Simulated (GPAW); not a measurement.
# Au (Fm-3m) in GPAW: settings compared, part 2 of 2

GPAW 26.7.0. The steps go on from the part before.

## Step 4: Band structure, mBEEF, spin-orbit coupling, no magnetisation

File run.py:

```python
import numpy as np
import spglib
from ase import Atoms
from ase.dft.bandgap import bandgap
from ase.io import read, write
from ase.units import GPa
from gpaw import GPAW, PW
from gpaw.spinorbit import soc_eigenstates

atoms = read('Au.cif')
cell, positions, numbers = spglib.find_primitive(
    (atoms.cell[:], atoms.get_scaled_positions(), atoms.numbers), symprec=1e-4)
atoms = Atoms(numbers, cell=cell, scaled_positions=positions, pbc=True)

calc = GPAW(mode=PW(600),
            xc='mBEEF',
            kpts={'size': (11, 11, 11), 'gamma': True},
            occupations={'name': 'fermi-dirac', 'width': 0.05},
            nbands=14,
            convergence={'density': 1e-05, 'energy': 1e-05},
            maxiter=150,
            txt='gpaw.txt')
atoms.calc = calc
energy = atoms.get_potential_energy()
forces = atoms.get_forces()
stress = atoms.get_stress()
calc.write('gs.gpw')
write('result.traj', atoms)
print(f'Energy: {energy:.6f} eV')
print('Forces (eV/A):')
print(forces.round(4))
print('Stress (GPa):', (stress / GPa).round(3))
print('Fermi level:', round(calc.get_fermi_level(), 4), 'eV')
print(f'Gap: {bandgap(calc)[0]:.4f} eV, direct: {bandgap(calc, direct=True)[0]:.4f} eV')

path = atoms.cell.bandpath('GXWKGLUWLK,UX', npoints=100, eps=1e-4)
bs_calc = calc.fixed_density(kpts=path, symmetry='off', nbands=21,
                             convergence={'bands': 'CBM+6.0', 'eigenstates': 1e-6}, txt='bands.txt')
bs = bs_calc.band_structure()
bs.write('bs.json')
print(f'Gap on the path: {bandgap(bs_calc)[0]:.4f} eV')

soc = soc_eigenstates(bs_calc, theta=90, phi=45, ignore_xc_potential=True)
np.savetxt('soc_bands.dat', soc.eigenvalues(), fmt='%.4f')
mesh = soc_eigenstates('gs.gpw', theta=90, phi=45, ignore_xc_potential=True)
np.savetxt('soc_mesh.dat', mesh.eigenvalues(), fmt='%.4f')
print('Fermi level with spin-orbit coupling:', round(mesh.fermi_level, 4), 'eV')
```

File Au.cif:

```cif
data_Au
_cell_length_a 4.07000000
_cell_length_b 4.07000000
_cell_length_c 4.07000000
_cell_angle_alpha 90.00000000
_cell_angle_beta 90.00000000
_cell_angle_gamma 90.00000000
_space_group_name_H-M_alt 'Fm-3m'
_space_group_name_Hall '-F 4 2 3'
_space_group_IT_number 225
loop_
_space_group_symop_operation_xyz
'x,y,z'
'-x,-y,-z'
'-y,x,z'
'y,-x,-z'
'-x,-y,z'
'x,y,-z'
'y,-x,z'
'-y,x,-z'
'x,-y,-z'
'-x,y,z'
'-y,-x,-z'
'y,x,z'
'-x,y,-z'
'x,-y,z'
'y,x,-z'
'-y,-x,z'
'z,x,y'
'-z,-x,-y'
'z,-y,x'
'-z,y,-x'
'z,-x,-y'
'-z,x,y'
'z,y,-x'
'-z,-y,x'
'-z,x,-y'
'z,-x,y'
'-z,-y,-x'
'z,y,x'
'-z,-x,y'
'z,x,-y'
'-z,y,x'
'z,-y,-x'
'y,z,x'
'-y,-z,-x'
'x,z,-y'
'-x,-z,y'
'-y,z,-x'
'y,-z,x'
'-x,z,y'
'x,-z,-y'
'-y,-z,x'
'y,z,-x'
'-x,-z,-y'
'x,z,y'
'y,-z,-x'
'-y,z,x'
'x,-z,y'
'-x,z,-y'
'x,y+1/2,z+1/2'
'-x,-y+1/2,-z+1/2'
'-y,x+1/2,z+1/2'
[... 62 lines left out ...]
'-z+1/2,-x,-y+1/2'
'z+1/2,-y,x+1/2'
'-z+1/2,y,-x+1/2'
'z+1/2,-x,-y+1/2'
'-z+1/2,x,y+1/2'
'z+1/2,y,-x+1/2'
'-z+1/2,-y,x+1/2'
'-z+1/2,x,-y+1/2'
'z+1/2,-x,y+1/2'
'-z+1/2,-y,-x+1/2'
'z+1/2,y,x+1/2'
'-z+1/2,-x,y+1/2'
'z+1/2,x,-y+1/2'
'-z+1/2,y,x+1/2'
'z+1/2,-y,-x+1/2'
'y+1/2,z,x+1/2'
'-y+1/2,-z,-x+1/2'
'x+1/2,z,-y+1/2'
'-x+1/2,-z,y+1/2'
'-y+1/2,z,-x+1/2'
'y+1/2,-z,x+1/2'
'-x+1/2,z,y+1/2'
'x+1/2,-z,-y+1/2'
'-y+1/2,-z,x+1/2'
'y+1/2,z,-x+1/2'
'-x+1/2,-z,-y+1/2'
'x+1/2,z,y+1/2'
'y+1/2,-z,-x+1/2'
'-y+1/2,z,x+1/2'
'x+1/2,-z,y+1/2'
'-x+1/2,z,-y+1/2'
'x+1/2,y+1/2,z'
'-x+1/2,-y+1/2,-z'
'-y+1/2,x+1/2,z'
'y+1/2,-x+1/2,-z'
'-x+1/2,-y+1/2,z'
'x+1/2,y+1/2,-z'
'y+1/2,-x+1/2,z'
'-y+1/2,x+1/2,-z'
'x+1/2,-y+1/2,-z'
'-x+1/2,y+1/2,z'
'-y+1/2,-x+1/2,-z'
'y+1/2,x+1/2,z'
'-x+1/2,y+1/2,-z'
'x+1/2,-y+1/2,z'
'y+1/2,x+1/2,-z'
'-y+1/2,-x+1/2,z'
'z+1/2,x+1/2,y'
'-z+1/2,-x+1/2,-y'
'z+1/2,-y+1/2,x'
'-z+1/2,y+1/2,-x'
'z+1/2,-x+1/2,-y'
'-z+1/2,x+1/2,y'
'z+1/2,y+1/2,-x'
'-z+1/2,-y+1/2,x'
'-z+1/2,x+1/2,-y'
'z+1/2,-x+1/2,y'
'-z+1/2,-y+1/2,-x'
'z+1/2,y+1/2,x'
'-z+1/2,-x+1/2,y'
'z+1/2,x+1/2,-y'
'-z+1/2,y+1/2,x'
'z+1/2,-y+1/2,-x'
'y+1/2,z+1/2,x'
'-y+1/2,-z+1/2,-x'
'x+1/2,z+1/2,-y'
'-x+1/2,-z+1/2,y'
'-y+1/2,z+1/2,-x'
'y+1/2,-z+1/2,x'
'-x+1/2,z+1/2,y'
'x+1/2,-z+1/2,-y'
'-y+1/2,-z+1/2,x'
'y+1/2,z+1/2,-x'
'-x+1/2,-z+1/2,-y'
'x+1/2,z+1/2,y'
'y+1/2,-z+1/2,-x'
'-y+1/2,z+1/2,x'
'x+1/2,-z+1/2,y'
'-x+1/2,z+1/2,-y'
loop_
_atom_site_label
_atom_site_type_symbol
_atom_site_symmetry_multiplicity
_atom_site_Wyckoff_symbol
_atom_site_fract_x
_atom_site_fract_y
_atom_site_fract_z
_atom_site_occupancy
Au1 Au 4 a 0.0000000000 0.0000000000 0.0000000000 1
```

Potentials or basis: GPAW PAW data sets (gpaw-data 1.2.1), pw.

Started as:

```sh
$ OMP_NUM_THREADS=1 python run.py
```

Run time: 60 s. Hardware: 1 thread of Intel Xeon Platinum 8488C (Sapphire Rapids), shared host; peak memory 0.34 GiB.

Results (log left out):

- Free energy: -303.4370 eV
- Pressure: 4.9 GPa
- Band gap along the path: none (metal or under the smearing width)

Levels at the corners of the path, in eV from the Fermi level:
```csv
point,band 7,band 8,band 9,band 10,band 11,band 12,band 13,band 14
Γ,-4.30,-4.30,-3.09,-3.09,-3.09,-3.09,16.61,16.61
X,-2.13,-2.13,-1.05,-1.05,0.59,0.59,6.09,6.09
W,-3.31,-3.31,-1.65,-1.65,5.04,5.04,5.44,5.44
K,-3.09,-3.09,-1.97,-1.97,3.90,3.90,4.75,4.75
Γ,-4.30,-4.30,-3.09,-3.09,-3.09,-3.09,16.61,16.61
L,-2.42,-2.42,-1.66,-1.66,-1.23,-1.23,3.28,3.28
U,-3.09,-3.09,-1.97,-1.97,3.90,3.90,4.75,4.75
W,-3.31,-3.31,-1.65,-1.65,5.04,5.04,5.44,5.44
L,-2.42,-2.42,-1.66,-1.66,-1.23,-1.23,3.28,3.28
K,-3.09,-3.09,-1.97,-1.97,3.90,3.90,4.75,4.75
U,-3.09,-3.09,-1.97,-1.97,3.90,3.90,4.75,4.75
X,-2.13,-2.13,-1.05,-1.05,0.59,0.59,6.09,6.09
```

Caveat: with this Au data set, volumes or pressures lay over 1.5 % or 2 GPa off other programs in two to four cells of ten; spin-orbit coupling was added after a scalar SCF, so levels and gaps hold it while energy, forces, pressure and moments don't; this program's spin-orbit splittings come out too wide for heavy elements; the PAW data sets were made with another functional, which shifts forces and pressure a little.

## Step 5: Equation of state, PBEsol+D3

File run.py:

```python
from ase.calculators.mixing import SumCalculator
from ase.eos import EquationOfState
from ase.io import Trajectory, read
from ase.units import GPa
from dftd3.ase import DFTD3
from gpaw import GPAW, PW, setup_paths

setup_paths.insert(0, '.')

atoms = read('Au.xyz')

traj = Trajectory('eos.traj', 'w')
volumes, energies = [], []
for x in [0.94, 0.96, 0.98, 1.0, 1.02, 1.04, 1.06]:
    a = atoms.copy()
    a.set_cell(atoms.cell * x**(1 / 3), scale_atoms=True)
    calc = GPAW(mode=PW(600),
                xc='PBEsol',
                kpts={'size': (11, 11, 11), 'gamma': True},
                occupations={'name': 'fermi-dirac', 'width': 0.05},
                nbands=14,
                convergence={'density': 1e-05, 'energy': 1e-05},
                maxiter=150,
                txt=f'eos-{x:.2f}.txt')
    a.calc = SumCalculator([calc, DFTD3(method='pbesol', damping='d3zero')])
    energies.append(a.get_potential_energy())
    volumes.append(a.get_volume())
    p = -a.get_stress()[:3].mean() / GPa
    calc.write(f'eos-{x:.2f}.gpw')
    traj.write(a)
    print(f'{x:.2f} {volumes[-1]:10.4f} A^3 {energies[-1]:14.6f} eV {p:9.3f} GPa', flush=True)

v0, e0, B = EquationOfState(volumes, energies, eos='birchmurnaghan').fit()
print(f'V0 = {v0:.4f} A^3, E0 = {e0:.6f} eV, B0 = {B / GPa:.2f} GPa')
```

File Au.xyz:

```xyz
1
Lattice="0.0000000000 2.0350000000 2.0350000000 2.0350000000 0.0000000000 2.0350000000 2.0350000000 2.0350000000 0.0000000000" Properties=species:S:1:pos:R:3 pbc="T T T"
Au     0.0000000000      0.0000000000      0.0000000000
```

Potentials or basis: PAW data sets generated in the run's folder for this functional, pw.

Started as:

```sh
$ gpaw-setup -f PBEsol Au
$ OMP_NUM_THREADS=1 python run.py
```

Run time: 55 s. Hardware: 1 thread of Intel Xeon Platinum 8488C (Sapphire Rapids), shared host; peak memory 0.19 GiB.

The run converged. Its results:

```yaml
Equilibrium_volume: 16.81 Å³/atom
Bulk_modulus: 184 GPa
Pressure_derivative_of_the_bulk_modulus: 6.1
```

Energy against volume, from the lowest point:
| volume (Å³/atom) | energy (meV/atom) |
| --- | --- |
| 15.843 | 36.31 |
| 16.181 | 14.57 |
| 16.518 | 2.91 |
| 16.855 | 0.00 |
| 17.192 | 4.70 |
| 17.529 | 15.99 |
| 17.866 | 32.99 |

Caveat: with this Au data set, volumes or pressures lay over 1.5 % or 2 GPa off other programs in two to four cells of ten. The run has no spin-orbit coupling, so splittings on Au are missing.

## Step 6: Overview

```tsv
task	level	potentials or basis	spin	band path	band points	spin axis theta (degrees)	spin axis phi (degrees)	pressure (GPa)
equation of state	revPBE	the program's PAW data sets (release 1.2.1) made for this functional, pw	off	-	-	-	-	-
band structure	revPBE	the program's PAW data sets (release 1.2.1) made for this functional, pw	SOC, no magnetisation	GXWKGLUWLK,UX	80	54.7	45	16.1
band structure	mBEEF	GPAW PAW data sets (gpaw-data 1.2.1), pw	SOC, no magnetisation	GXWKGLUWLK,UX	100	90	45	4.9
equation of state	PBEsol+D3	PAW data sets generated in the run's folder for this functional, pw	off	-	-	-	-	-
```

Alike in all rows: cell as given; k mesh 11 × 11 × 11; cutoff (eV) 600; smearing fermi-dirac 0.05 eV.

Caveats: with this Au data set, volumes or pressures lay over 1.5 % or 2 GPa off other programs in two to four cells of ten; spin-orbit coupling was added after a scalar SCF, so levels and gaps hold it while energy, forces, pressure and moments don't (some runs); this program's spin-orbit splittings come out too wide for heavy elements (some runs); the minimum lies outside the volumes run (some runs); so large a pressure means that the cell lies far from this level's equilibrium, or that cutoff or potentials fall short (some runs); the PAW data sets were made with another functional, which shifts forces and pressure a little (some runs).

Absolute energies hang on the potentials; compare differences alone.

## Step 7: How close it comes

Step 5. Against the measured bulk modulus of Au, 167 GPa (quoted in “Exploring toroidal anvil profiles for larger sample volumes above 4 Mbar”, 2024, pmc:11102561), the calculated 184 GPa is off by +9.9 %. The fit is for a static lattice scaled at fixed shape and fixed fractional positions.
